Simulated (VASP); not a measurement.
# Pt (Fm-3m) in VASP: density of states with PBE

Aim: the density of states of Pt with PBE.

Program: VASP 6.6.1. These are calculated values, not measurements. Logs are shortened: lines on timing, memory, paths and dates and some standing lists are left out, and cuts for length are marked.

### 1 The crystal as given

It takes space group Fm-3m (No. 225, cubic). Conventional cell: a = 3.965 Å, b = 3.965 Å, c = 3.965 Å, α = 90.00°, β = 90.00°, γ = 90.00°. Around Pt (site symmetry m-3m) lie 12 Pt at 2.80 Å.

### 2 Density of states, PBE

POSCAR reads:

```
Pt                                      
1.0
   -0.0000000000      1.9823735819      1.9823735819
    1.9823735819      0.0000000000      1.9823735819
    1.9823735819      1.9823735819      0.0000000000
  Pt            
     1
Direct
     0.0000000000000000    0.0000000000000000    0.0000000000000000
```

INCAR.step1 reads:

```
  PREC = Accurate
  ENCUT = 250
  EDIFF = 1E-7
  ISMEAR = 0
  SIGMA = 0.1
  LREAL = F
  LASPH = T
  NELM = 80
  ALGO = Fast
  ISIF = 2
  LWAVE = F
  LCHARG = T
  LMAXMIX = 4
  GGA = PE
  NBANDS = 11
```

KPOINTS.step1 reads:

```
regular mesh
0
Gamma
  18 18 18
```

INCAR.step2 reads:

```
  PREC = Accurate
  ENCUT = 250
  EDIFF = 1E-7
  ISMEAR = -5
  SIGMA = 0.1
  LREAL = F
  LASPH = T
  NELM = 80
  ALGO = Fast
  ISIF = 2
  LWAVE = F
  LCHARG = F
  LMAXMIX = 4
  GGA = PE
  LORBIT = 11
  NBANDS = 11
  NEDOS = 2001
  ICHARG = 11
```

KPOINTS.step2 reads:

```
regular mesh
0
Gamma
  27 27 27
```

Potentials or basis: VASP PAW PBE potentials, release 64 (Pt).

Launch:

```sh
> cat potpaw_PBE.64/Pt/POTCAR > POTCAR
> cp INCAR.step1 INCAR
> cp KPOINTS.step1 KPOINTS
> mpirun -np 1 vasp_std > vasp.out
> cp INCAR.step2 INCAR
> cp KPOINTS.step2 KPOINTS
> mpirun -np 1 vasp_std > vasp.out
```

OUTCAR:

```text
PREC = Accurate
   ENCUT = 250
   EDIFF = 1E-7
   ISMEAR = -5
   LREAL = F
   LASPH = T
   NELM = 80
   ISIF = 2
   GGA = PE
   LORBIT = 11
   ICHARG = 11

 ion  position               nearest neighbor table
   1  0.000  0.000  0.000-

  LATTYP: Found a face centered cubic cell.
 ALAT       =     3.9647471638

  Lattice vectors:

 A1 = (   0.0000000000,   1.9823735819,   1.9823735819)
 A2 = (   1.9823735819,   0.0000000000,   1.9823735819)
 A3 = (   1.9823735819,   1.9823735819,   0.0000000000)

Analysis of symmetry for initial positions (statically):
=====================================================================
 Subroutine PRICEL returns:
 Original cell was already a primitive cell.

 Routine SETGRP: Setting up the symmetry group for a
 face centered cubic supercell.

 Subroutine GETGRP returns: Found 48 space group operations
 (whereof 48 operations were pure point group operations)
 out of a pool of 48 trial point group operations.

The static configuration has the point symmetry O_h .

Analysis of symmetry for dynamics (positions and initial velocities):
=====================================================================
 Subroutine PRICEL returns:
 Original cell was already a primitive cell.

 Routine SETGRP: Setting up the symmetry group for a
 face centered cubic supercell.

 Subroutine GETGRP returns: Found 48 space group operations
 (whereof 48 operations were pure point group operations)
 out of a pool of 48 trial point group operations.

The dynamic configuration has the point symmetry O_h .

 Subroutine INISYM returns: Found 48 space group operations
 (whereof 48 operations are pure point group operations),
 and found     1 'primitive' translations

----------------------------------------------------------------------------------------

                                     Primitive cell

  volume of cell :      15.5807

  direct lattice vectors                    reciprocal lattice vectors
     0.000000000  1.982373582  1.982373582    -0.252222893  0.252222893  0.252222893
     1.982373582  0.000000000  1.982373582     0.252222893 -0.252222893  0.252222893
     1.982373582  1.982373582  0.000000000     0.252222893  0.252222893 -0.252222893

  length of vectors
     2.803499605  2.803499605  2.803499605     0.436862866  0.436862866  0.436862866

  position of ions in fractional coordinates (direct lattice)
     0.000000000  0.000000000  0.000000000

  ion indices of the primitive-cell ions
   primitive index   ion index
                 1           1

----------------------------------------------------------------------------------------

 KPOINTS: regular mesh

Automatic generation of k-mesh.
 Grid dimensions read from file:
 generate k-points for:   27   27   27

 Generating k-lattice:

  Cartesian coordinates                     Fractional coordinates (reciprocal lattice)
    -0.009341589  0.009341589  0.009341589     0.037037037  0.000000000  0.000000000
     0.009341589 -0.009341589  0.009341589     0.000000000  0.037037037  0.000000000
     0.009341589  0.009341589 -0.009341589     0.000000000  0.000000000  0.037037037

  Length of vectors
     0.016180106  0.016180106  0.016180106

  Shift w.r.t. Gamma in fractional coordinates (k-lattice)
     0.000000000  0.000000000  0.000000000

 TETIRR: Found   2653 inequivalent tetrahedra from   118098

 Subroutine IBZKPT returns following result:
 ===========================================

 Found    560 irreducible k-points:

 Following reciprocal coordinates:
            Coordinates               Weight
  0.000000  0.000000  0.000000      1.000000
  0.037037  0.000000  0.000000      8.000000
  0.074074  0.000000  0.000000      8.000000
  0.111111  0.000000  0.000000      8.000000
  0.148148  0.000000  0.000000      8.000000
  0.185185  0.000000  0.000000      8.000000
[... 16 lines left out ...]
  0.333333  0.037037  0.000000     24.000000
  0.370370  0.037037  0.000000     24.000000
 [... further k-points ...]
   k-points           NKPTS =    560   k-points in BZ     NKDIM =    560   number of bands    NBANDS=     11
   number of dos      NEDOS =   2001   number of ions     NIONS =      1
   total plane-waves  NPLWV =   2744
   dimension x,y,z NGX =    14 NGY =   14 NGZ =   14
   dimension x,y,z NGXF=    28 NGYF=   28 NGZF=   28
   ions per type =               1
   NGX,Y,Z   is equivalent  to a cutoff of   8.30,  8.30,  8.30 a.u.
   NGXF,Y,Z  is equivalent  to a cutoff of  16.60, 16.60, 16.60 a.u.
 SYSTEM =  unknown system
   PREC   = accura    normal or accurate (medium, high low for compatibility)
   ISTART =      0    job   : 0-new  1-cont  2-samecut
   ICHARG =     11    charge: 1-file 2-atom 10-const
   ISPIN  =      1    spin polarized calculation?
   LNONCOLLINEAR =      F non collinear calculations
   LSORBIT =      F    spin-orbit coupling
   LASPH  =      T    aspherical Exc in radial PAW
   ENCUT  =  250.0 eV  18.37 Ry    4.29 a.u.   3.61  3.61  3.61*2*pi/ulx,y,z
   NELM   =     80;   NELMIN=  2; NELMDL=  0     # of ELM steps
   EDIFF  = 0.1E-06   stopping-criterion for ELM
   LREAL  =      F    real-space projection
   EDIFFG = 0.1E-05   stopping-criterion for IOM
   NSW    =      0    number of steps for IOM
   IBRION =     -1    ionic relax: 0-MD 1-quasi-New 2-CG
   NFREE  =      0    steps in history (QN), initial steepest desc. (CG)
   ISIF   =      2    stress and relaxation
   ISYM   =      2    0-nonsym 1-usesym 2-fastsym
   POTIM  = 0.5000    time-step for ionic-motion
   TEBEG  =    0.0;   TEEND  =   0.0 temperature during run
   PSTRESS=    0.0 pullay stress
   NELECT =      10.0000    total number of electrons
   NUPDOWN=      -1.0000    fix difference up-down
   EMIN   =  10.00;   EMAX   =-10.00  energy-range for DOS
   EFERMI =   0.00;   METHOD = LEGACY
   ISMEAR =    -5;   SIGMA  =   0.10  broadening in eV -4-tet -1-fermi 0-gaus
   EFERMI_NEDOS =   21; number of points for ismear=-14 and -15
   IALGO  =     68    algorithm
   IMIX   =      4    mixing-type and parameters
     AMIX     =   0.40;   BMIX     =  1.00
     AMIX_MAG =   1.60;   BMIX_MAG =  1.00
  volume/ion in A,a.u.               =      15.58       105.14
  Fermi-wavevector in a.u.,A,eV,Ry     =   1.412145  2.668567 27.132110  1.994154
  Thomas-Fermi vector in A             =   2.533924
   LORBIT       =     11    0 simple, 1 ext, 2 COOP (PROOUT), +10 PAW based schemes
   GGA     = PE    functional components
   LHFCALC =     F    Hartree Fock is set to
   AEXX    =    0.0000 exact exchange contribution
   IVDW    =     0    specifies the selected vdW correction
   LEPSILON=     F    determine dielectric tensor
   LRPA    =     F    only Hartree local field effects (RPA)
 non-spin polarized calculation
 RMM-DIIS sequential band-by-band and
 Fermi weights with tetrahedron method with Bloechl corrections
  energy-cutoff  :      250.00
  volume of cell :       15.58
 maximum number of plane-waves:       150

 number of electron       9.9999992 magnetization

 Free energy of the ion-electron system (eV)
  ---------------------------------------------------
  ext. energy  EPLUGINS =         0.00000000
  ---------------------------------------------------
  free energy    TOTEN  =        -6.10459597 eV

  energy without entropy =       -6.10459597  energy(sigma->0) =       -6.10459597

 E-fermi :  10.6422     XC(G=0): -13.2978

 val. band max:       10.6686062309   @ k =   0.4444   0.1111   0.0000
 cond. band min:      10.5691593989   @ k =   0.4074   0.0741   0.0000
 fundamental gap:     -0.0994468320
 Fermi energy:        10.6421805588

 k-point     1 :       0.0000    0.0000    0.0000
  band No.  band energies     occupation
      1       0.7895      2.00000
      2       7.0637      2.00000
      3       7.0637      2.00000
      4       7.0637      2.00000
      5       9.1061      2.00000
      6       9.1061      2.00000
      7      25.3888      0.00000
      8      30.1785      0.00000
      9      30.1785      0.00000
     10      30.1785      0.00000
     11      35.3995      0.00000

 k-point     2 :       0.0370    0.0000    0.0000
  band No.  band energies     occupation
      1       0.8433      2.00000
      2       7.0399      2.00000
      3       7.0852      2.00000
      4       7.0852      2.00000
      5       9.0942      2.00000
      6       9.0942      2.00000
      7      25.4714      0.00000
      8      29.8596      0.00000
      9      30.2590      0.00000
     10      30.2590      0.00000
     11      35.7480      0.00000

 k-point     3 :       0.0741    0.0000    0.0000
  band No.  band energies     occupation
      1       1.0027      2.00000
      2       6.9724      2.00000
      3       7.1462      2.00000
      4       7.1462      2.00000
      5       9.0621      2.00000
      6       9.0621      2.00000
      7      25.7080      0.00000
      8      29.0820      0.00000
      9      30.4944      0.00000
     10      30.4944      0.00000
     11      36.5192      0.00000

 k-point     4 :       0.1111    0.0000    0.0000
  band No.  band energies     occupation
      1       1.2614      2.00000
      2       6.8750      2.00000
      3       7.2357      2.00000
      4       7.2357      2.00000
      5       9.0232      2.00000
      6       9.0232      2.00000
      7      26.0678      0.00000
      8      28.0988      0.00000
      9      30.8772      0.00000
     10      30.8772      0.00000
     11      36.7599      0.00000

 k-point     5 :       0.1481    0.0000    0.0000
  band No.  band energies     occupation
      1       1.6072      2.00000
      2       6.7696      2.00000
      3       7.3332      2.00000
      4       7.3332      2.00000
      5       9.0031      2.00000
      6       9.0031      2.00000
      7      26.4802      0.00000
      8      27.0525      0.00000
      9      31.3932      0.00000
     10      31.3932      0.00000
     11      35.7539      0.00000
[... 211 lines left out ...]
 k-point    21 :       0.2593    0.0370    0.0000
  band No.  band energies     occupation
      1       2.7980      2.00000
      2       6.6615      2.00000
      3       7.4252      2.00000
      4       7.4610      2.00000
      5       9.1039      2.00000
      6       9.4473      2.00000
      7      23.9110      0.00000
      8      27.0609      0.00000
      9      31.9554      0.00000
     10      33.2768      0.00000
     11      33.8342      0.00000

 k-point    22 :       0.2963    0.0370    0.0000
  band No.  band energies     occupation
      1       3.1784      2.00000
      2       6.8653      2.00000
      3       7.3527      2.00000
      4       7.4073      2.00000
      5       9.3685      2.00000
      6       9.6816      2.00000
      7      22.5941      0.00000
      8      26.7377      0.00000
      9      31.7513      0.00000
     10      33.1075      0.00000
     11      34.2346      0.00000

 k-point    23 :       0.3333    0.0370    0.0000
  band No.  band energies     occupation
      1       3.4505      2.00000
      2       7.2201      2.00000
      3       7.3054      2.00000
      4       7.3274      2.00000
      5       9.6890      2.00000
      6       9.9469      2.00000
      7      21.2167      0.00000
      8      26.2832      0.00000
      9      31.1768      0.00000
     10      32.2941      0.00000
     11      35.0627      0.00000

 k-point    24 :       0.3704    0.0370    0.0000
  band No.  band energies     occupation
      1       3.6062      2.00000
      2       7.1540      2.00000
      3       7.2398      2.00000
      4       7.8632      2.00000
      5      10.0369      2.00000
      6      10.2101      2.00000
      7      19.8271      0.00000
      8      25.8377      0.00000
      9      30.5142      0.00000
     10      31.3704      0.00000
     11      36.1482      0.00000

 [... further k-points ...]

------------------------ aborting loop because EDIFF is reached ----------------------------------------

  FORCE on cell =-STRESS in cart. coord.  units (eV):
  Direction    XX          YY          ZZ          XY          YZ          ZX
  --------------------------------------------------------------------------------------
  -------------------------------------------------------------------------------------
  Total        0.0212239      0.0212239      0.0212239     -0.0000000      0.0000000     -0.0000000
  in kB        2.1824783      2.1824783      2.1824783     -0.0000000      0.0000000     -0.0000000
  external PRESSURE =       2.1824783 kB  Pullay stress =       0.0000000 kB

 VOLUME and BASIS-vectors are now :
 -----------------------------------------------------------------------------
  energy-cutoff  :      250.00
  volume of cell :       15.58
      direct lattice vectors                 reciprocal lattice vectors
     0.000000000  1.982373582  1.982373582    -0.252222893  0.252222893  0.252222893
     1.982373582  0.000000000  1.982373582     0.252222893 -0.252222893  0.252222893
     1.982373582  1.982373582  0.000000000     0.252222893  0.252222893 -0.252222893

 POSITION                                       TOTAL-FORCE (eV/Angst)
 -----------------------------------------------------------------------------------
      0.00000      0.00000      0.00000        -0.000000     -0.000000      0.000000
 -----------------------------------------------------------------------------------
    total drift:                               -0.000000     -0.000000     -0.000000

  FREE ENERGIE OF THE ION-ELECTRON SYSTEM (eV)
  ---------------------------------------------------
  free  energy   TOTEN  =        -6.1045959715 eV

  energy  without entropy=       -6.1045959715  energy(sigma->0) =       -6.10459597

 total charge

# of ion       s       p       d       tot
------------------------------------------
    1        0.622   0.572   8.007   9.202
```

It took 10 s on 1 thread of Intel Xeon 6975P-C (Granite Rapids), shared host; peak memory 0.14 GiB.

Results:

```yaml
Valence_electrons_inside_the_program's_atomic_spheres: Pt 9.20
```

States per cell in windows of 1 eV (zero at the Fermi level; states under -8 eV left out):
```
from (eV)  total  Pt1_d  Pt1_p  Pt1_s
     -8.0   0.19   0.03   0.02   0.11
     -7.0   0.91   0.52   0.05   0.22
     -6.0   1.27   0.98   0.07   0.10
     -5.0   1.35   1.11   0.10   0.02
     -4.0   1.97   1.65   0.14   0.04
     -3.0   1.28   1.08   0.09   0.02
     -2.0   1.37   1.22   0.06   0.02
     -1.0   1.56   1.46   0.03   0.01
      0.0   0.72   0.64   0.03   0.02
      1.0   0.28   0.18   0.05   0.03
      2.0   0.28   0.14   0.07   0.04
      3.0   0.26   0.11   0.08   0.04
      4.0   0.23   0.08   0.07   0.05
      5.0   0.32   0.10   0.06   0.12
      6.0   0.30   0.08   0.08   0.09
      7.0   0.34   0.08   0.11   0.10
```

Caveat: the cutoff is under 1.25 times the usual one of these potentials, so pressure, stress and relaxed cells hold a basis-set (Pulay) error; tetrahedron occupations give inexact forces and stress in metals. Spin-orbit coupling is left out, which matters for the levels of Pt.
